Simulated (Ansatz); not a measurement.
# Li (sc type): how the settings move a single-point run

How sensitive is a single-point run of Li (sc type) to its settings? A reference run comes first, then one run with altered input.

This is Li in the simple cubic structure; at room conditions it is bcc.

Program: Ansatz 0.2.0. Level of theory: reference: DFT, PBE, all-electron LAPW, scalar-relativistic. These are calculated values, not measurements.

### 1 Starting point

Symmetry: Pm-3m, No. 221, cubic system. Conventional cell: a = 2.730 Å, b = 2.730 Å, c = 2.730 Å, α = 90.00°, β = 90.00°, γ = 90.00°. Li (site symmetry m-3m) is surrounded by 6 Li at 2.73 Å.

Structure file:

```xyz
1
Lattice="2.7296 0.0000 0.0000 0.0000 2.7296 0.0000 0.0000 0.0000 2.7296" Properties=species:S:1:pos:R:3 pbc="T T T"
Li    0.0000    0.0000    0.0000
```

### 2 Baseline

input.yaml

```yaml
crystal:
  lattice:
    - [2.7295825794, 0.0, 0.0]
    - [0.0, 2.7295825794, 0.0]
    - [0.0, 0.0, 2.7295825794]
  atoms:
    - { symbol: Li, position: [0.0, 0.0, 0.0] }
kpoints:
  mp_grid: { grid: [14, 14, 14] }
  band_path:
    path:
      - [0.0, 0.0, 0.0]
      - [0.0, 0.5, 0.0]
      - [0.5, 0.5, 0.0]
      - [0.0, 0.0, 0.0]
      - [0.5, 0.5, 0.5]
      - [0.0, 0.5, 0.0]
      - [0.5, 0.5, 0.5]
      - [0.5, 0.5, 0.0]
    npoints: 14
scf:
  occupations: { method: fermi_dirac, width: 0.05 }
hamiltonian:
  xc: pbe
  pseudopotentials: { kind: all_electron, lapw: { basis_error: 0.001 } }
output:
  forces: true
  stress: true
  eigenvalues: true
  populations: true
  dos: { projected: true, de: 0.2, e_range: [-14, 8] }
```

Started as:

```
> ansatz run input.yaml --threads 1 --pin off --max-ram 2048MiB --backend cpu --events-out ev --progress --plain --runs-dir out
```

### 3 Variant: occupations.method gaussian, occupations.width 0.1

Changes to input.yaml since step 2:

```diff
@@ -21,3 +21,3 @@
 scf:
-  occupations: { method: fermi_dirac, width: 0.05 }
+  occupations: { method: gaussian, width: 0.1 }
 hamiltonian:
@@ -30,2 +30 @@
   populations: true
-  dos: { projected: true, de: 0.2, e_range: [-14, 8] }
```

Before running it: what results should come out? Wanted: for each run, ending; energy change; pressure; gap; force.

The runs gave:

| run | ending | energy change | pressure (GPa) | gap (eV) | force (eV/Å) | cycles | time |
| --- | --- | --- | --- | --- | --- | --- | --- |
| reference | converged | 0 | 0.0 | 0.00 | 0.00 | 4 | 2.7 s |
| 1: occupations.method gaussian, occupations.width 0.1 | converged | -0.1 meV/atom (σ→0) | 0.0 | 0.00 | 0.00 | 4 | 2.7 s |

Times don't compare one to one where runs were asked for different outputs or read a saved state (see the inputs); cycles may leave out searches for a lower state.

Residual by cycle in the longest SCF loop of each run; runs are numbered as in the table. The quantity is the density residual dr2, in eV.

```
cycle  reference    run 1
    1    0.00351  0.00352
    2     8.4e-4   8.4e-4
    3     5.8e-7   5.8e-7
    4    7.8e-10  7.9e-10
```

What this shows: Changing the smearing leaves the energy as it was (-0.1 meV/atom).
